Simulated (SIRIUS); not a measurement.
# CdTe (F-43m) in SIRIUS: equation of state, part 2 of 2

SIRIUS 7.12.0.

**7. Single point, PBEsol, 34.24 Å³/atom (volume scaled by 1.04)**

Contents of sirius.json:

```json
{
  "control": {
    "processing_unit": "cpu",
    "verbosity": 2,
    "num_bands_to_print": 27,
    "print_forces": true,
    "print_stress": true
  },
  "parameters": {
    "electronic_structure_method": "pseudopotential",
    "xc_functionals": ["XC_GGA_X_PBE_SOL", "XC_GGA_C_PBE_SOL"],
    "gk_cutoff": 10.1,
    "pw_cutoff": 20.2,
    "ngridk": [7, 7, 7],
    "shiftk": [0, 0, 0],
    "smearing": "fermi_dirac",
    "smearing_width": 0.0018374661,
    "num_bands": 27,
    "num_mag_dims": 0,
    "num_dft_iter": 100,
    "energy_tol": 1e-08,
    "density_tol": 1e-06
  },
  "iterative_solver": {
    "type": "davidson",
    "min_tolerance": 1e-10
  },
  "mixer": {
    "type": "anderson",
    "beta": 0.7,
    "max_history": 8
  },
  "settings": {
    "tol_ne": 1e-10,
    "pseudo_grid_cutoff": 6.5
  },
  "unit_cell": {
    "lattice_vectors": [
      [0.0, 0.707106781187, 0.707106781187],
      [0.707106781187, 0.0, 0.707106781187],
      [0.707106781187, 0.707106781187, 0.0]
    ],
    "lattice_vectors_scale": 8.6780006533,
    "atom_coordinate_units": "lattice",
    "atom_types": ["Te", "Cd"],
    "atom_files": {
      "Te": "Te.json",
      "Cd": "Cd.json"
    },
    "atoms": {
      "Te": [
        [0.75, 0.75, 0.75]
      ],
      "Cd": [
        [0.0, 0.0, 0.0]
      ]
    }
  }
}
```

Potentials or basis: PseudoDojo 0.4.1 PBEsol standard (scalar relativistic).

The run is started by

```
$ upf_to_json Te.upf
$ upf_to_json Cd.upf
$ OMP_NUM_THREADS=4 sirius.scf --input=sirius.json --output=out.json --task=0
```

Output:

```text
[info] SIRIUS version : 7.12.0
[info] number of MPI ranks           : 1
[info] MPI grid                      : 1 1
[info] maximum number of OMP threads : 4
[fft] FFT context for density and potential
[fft] =====================================
[fft]   comm size                             : 1
[fft]   plane wave cutoff                     : 20.2
[fft]   grid size                             : 60 60 60   total : 216000
[fft]   grid limits                           : -29 30   -29 30   -29 30
[fft]   number of G-vectors within the cutoff : 32216
[fft]   local number of G-vectors             : 32216
[fft]   number of G-shells                    : 1654
[fft] FFT context for coarse grid
[fft] =====================================
[fft]   comm size                             : 1
[fft]   plane wave cutoff                     : 20.2
[fft]   grid size                             : 60 60 60   total : 216000
[fft]   grid limits                           : -29 30   -29 30   -29 30
[fft]   number of G-vectors within the cutoff : 32216
[fft]   local number of G-vectors             : 32216
[fft]   number of G-shells                    : 1654
[unit cell] lattice vectors
[unit cell]   a1 :       0.0000000000      6.1362731091      6.1362731091
[unit cell]   a2 :       6.1362731091      0.0000000000      6.1362731091
[unit cell]   a3 :       6.1362731091      6.1362731091      0.0000000000
[unit cell] reciprocal lattice vectors
[unit cell]   b1 :      -0.5119708001      0.5119708001      0.5119708001
[unit cell]   b2 :       0.5119708001     -0.5119708001      0.5119708001
[unit cell]   b3 :       0.5119708001      0.5119708001     -0.5119708001
[unit cell] unit cell volume :       462.10858582 [a.u.^3]
[unit cell] 1/sqrt(omega)    :         0.04651874
[unit cell] MT volume        :         0.00000000 ( 0.00%)
[unit cell] IT volume        :       462.10858582 (100.00%)
[unit cell] number of atom types : 2
[unit cell] type id : 0 symbol : Te mt_radius :  12.930000 num_atoms : 1
[unit cell] type id : 1 symbol : Cd mt_radius :  13.670000 num_atoms : 1
[unit cell] total number of atoms : 2
[unit cell] number of symmetry classes : 2
[unit cell] number of PAW atoms : 0
[unit cell] atom id  type id  class id             position                      vector_field
[unit cell] ------------------------------------------------------------------------------------------
[unit cell]      0        0        0      0.75000   0.75000   0.75000      0.00000   0.00000   0.00000
[unit cell]      1        1        1      0.00000   0.00000   0.00000      0.00000   0.00000   0.00000
[unit cell] atom id         position (Cartesian, a.u.)
[unit cell] ---------------------------------------------
[... 325 lines left out ...]
[find] one-electron contribution      :    -183.05579446 (Ha),    -366.11158893 (Ry)
[find] hartree contribution           :      95.01993046
[find] xc contribution                :     -48.43287443
[find] ewald contribution             :    -143.44653827
[find] PAW contribution               :       0.00000000
[find] smearing (-TS)                 :      -0.00000051
[find] SCF correction                 :      -0.00000282
[find] Total energy                   :    -279.91527952 (Ha),    -559.83055904 (Ry)
[find] Free energy (E-TS)             :    -279.91528003 (Ha),    -559.83056006 (Ry)
[find] band gap (eV)                  :       0.64085230
[find] Efermi                         :       0.28545336
[ground_state] === stress tensor components [kbar] ===
[ground_state] === stress_kin ===
[ground_state] -50182.383966    0.000000    0.000000
[ground_state]     0.000000-50182.383966   -0.000000
[ground_state]     0.000000   -0.000000-50182.383966
[ground_state] === stress_har ===
[ground_state] -20165.408381    0.000000    0.000000
[ground_state]     0.000000-20165.408381    0.000000
[ground_state]     0.000000    0.000000-20165.408381
[ground_state] === stress_ewald ===
[ground_state] 30442.645148    0.000000    0.000000
[ground_state]     0.00000030442.645148    0.000000
[ground_state]     0.000000    0.00000030442.645148
[ground_state] === stress_vloc ===
[ground_state] 23637.857756    0.000000    0.000000
[ground_state]     0.00000023637.857756   -0.000000
[ground_state]     0.000000   -0.00000023637.857756
[ground_state] === stress_xc ===
[ground_state] -7766.334069    0.000000    0.000000
[ground_state]     0.000000-7766.334069    0.000000
[ground_state]     0.000000    0.000000-7766.334069
[ground_state] === stress_core ===
[ground_state] 15054.443651   -0.000000    0.000000
[ground_state]    -0.00000015054.443651    0.000000
[ground_state]     0.000000    0.00000015054.443651
[ground_state] === stress_nonloc ===
[ground_state]  8979.769759    0.000000    0.000000
[ground_state]     0.000000 8979.769759   -0.000000
[ground_state]     0.000000   -0.000000 8979.769759
[ground_state] === stress_us_nl ===
[ground_state]  8979.769759    0.000000    0.000000
[ground_state]     0.000000 8979.769759   -0.000000
[ground_state]     0.000000   -0.000000 8979.769759
[ground_state] === stress_total ===
[ground_state]     0.589898    0.000000    0.000000
[ground_state]     0.000000    0.589898   -0.000000
[ground_state]     0.000000   -0.000000    0.589898
[ground_state] ==== total Forces in Ha/bohr =====
[ground_state] atom:    0, force:       0.0000000      0.0000000     -0.0000000
[ground_state] atom:    1, force:      -0.0000000     -0.0000000      0.0000000
[ground_state] ==== ultrasoft contribution from Qij =====
[ground_state] atom:    0, force:       0.0000000      0.0000000      0.0000000
[ground_state] atom:    1, force:       0.0000000      0.0000000      0.0000000
[ground_state] ==== non-local contribution from Beta-projector =====
[ground_state] atom:    0, force:       0.0000000      0.0000000     -0.0000000
[ground_state] atom:    1, force:      -0.0000000     -0.0000000      0.0000000
[ground_state] ==== contribution from local potential =====
[ground_state] atom:    0, force:       0.0000000      0.0000000     -0.0000000
[ground_state] atom:    1, force:       0.0000000      0.0000000      0.0000000
[ground_state] ==== contribution from core density =====
[ground_state] atom:    0, force:       0.0000000      0.0000000     -0.0000000
[ground_state] atom:    1, force:       0.0000000      0.0000000      0.0000000
[ground_state] ==== Ewald forces from ions =====
[ground_state] atom:    0, force:       0.0000000     -0.0000000      0.0000000
[ground_state] atom:    1, force:      -0.0000000     -0.0000000      0.0000000
[~DFT_ground_state] local op. applied: 12376
[~DFT_ground_state] evp. work count: 1842.03
[~DFT_ground_state] number of iterative solver steps: 634
```

Wall time 16 s (4 threads of Intel Xeon 6975P-C (Granite Rapids), shared host); peak memory 0.6 GiB.

What came out:

```yaml
Free_energy: -7616.8828 eV
Pressure: -0.1 GPa
Band_gap_on_the_k_mesh: 0.64 eV
```

Caveat: spin-orbit coupling is left out, which moves the levels of the heavy elements; an odd mesh through Γ misses points on the zone boundary, where band edges often lie.

**8. Single point, PBEsol, 34.90 Å³/atom (volume scaled by 1.06)**

sirius.json: that of step 7 with these lines changed.

```diff
@@ -42,3 +42,3 @@
     ],
-    "lattice_vectors_scale": 8.6780006533,
+    "lattice_vectors_scale": 8.7332760333,
     "atom_coordinate_units": "lattice",
```

The run is started by

```
$ upf_to_json Te.upf
$ upf_to_json Cd.upf
$ OMP_NUM_THREADS=4 sirius.scf --input=sirius.json --output=out.json --task=0
```

Run time: 17 s. Hardware: 4 threads of Intel Xeon 6975P-C (Granite Rapids), shared host; peak memory 0.61 GiB.

It converged, with:

```yaml
Free_energy: -7616.8795 eV
Pressure: -0.8 GPa
Band_gap_on_the_k_mesh: 0.59 eV
```

Caveat: spin-orbit coupling is left out, which moves the levels of the heavy elements; an odd mesh through Γ misses points on the zone boundary, where band edges often lie.

**9. Equation of state, PBEsol**

Potentials or basis: PseudoDojo 0.4.1 PBEsol standard (scalar relativistic).

No new run: the results of the series are fitted here.

What came out:

```yaml
Equilibrium_volume: 34.23 Å³/atom
Bulk_modulus: 41 GPa
Pressure_derivative_of_the_bulk_modulus: 4.8
```

Energy against volume, from the lowest point:
```tsv
volume (Å³/atom)	energy (meV/atom)
30.947	49.28
31.605	30.23
32.263	16.28
32.922	6.91
33.580	1.63
34.239	0.00
34.897	1.64
```

Spin-orbit coupling is left out, which matters for the levels of Te.

**10. How close it comes**

Step 9. A measured bulk modulus of CdTe is 42 GPa (powder; quoted in “Multiscale insight into the Cd1-xZnxTe vibrational-mechanical properties -- High-pressure experiments and ab initio calculations”, 2023, arxiv:2306.14539); the calculated 41 GPa misses it by -1.4 %. The fit is for a static lattice scaled at fixed shape and fixed fractional positions.
